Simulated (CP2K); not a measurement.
Runs of CP2K 2026.2 on WC (Qusongite). Symmetry: P-6m2, No. 187, hexagonal system. The conventional cell has a = 2.907 Å, b = 2.907 Å, c = 2.837 Å, α = 90.00°, β = 90.00°, γ = 120.00°. W (site symmetry -6m2) has 6 C at 2.20 Å as nearest neighbours. C (site symmetry -6m2) has 6 W at 2.20 Å as nearest neighbours. 

```tsv
task	level	smearing	points a segment of the path (NPOINTS)	bands added on the path	gap on the mesh (eV)	pressure (GPa)
single point	PBE	gaussian 0.03 eV	-	-	none	2.7
band structure	PBEsol	fermi-dirac 0.05 eV	8	4	none	(a)
band structure	RPBE	fermi-dirac 0.05 eV	6	4	none	5.1
single point	PBE	gaussian 0.029 eV	-	-	none	2.7
```

Alike in all rows: potentials or basis POTENTIAL_UZH W GTH-PBE-q14, C GTH-PBE-q4; TZVP-MOLOPT-PBE-GTH basis; no spin polarisation; cell as given; k mesh 10 × 10 × 9.

Task: Estimate the missing entries.

Result: (a) -4.0.

Caveats: the basis of atomic orbitals isn't converged, which shifts pressures, moduli and gaps; the potentials were made for another functional, which shifts forces and pressure (some runs); spin-orbit coupling is left out, which moves the levels of the heavy elements (some runs).

A k mesh can miss the band edges, and the runs leave out spin-orbit coupling on W.

A gap of «none» marks a metal or a gap under the smearing width.
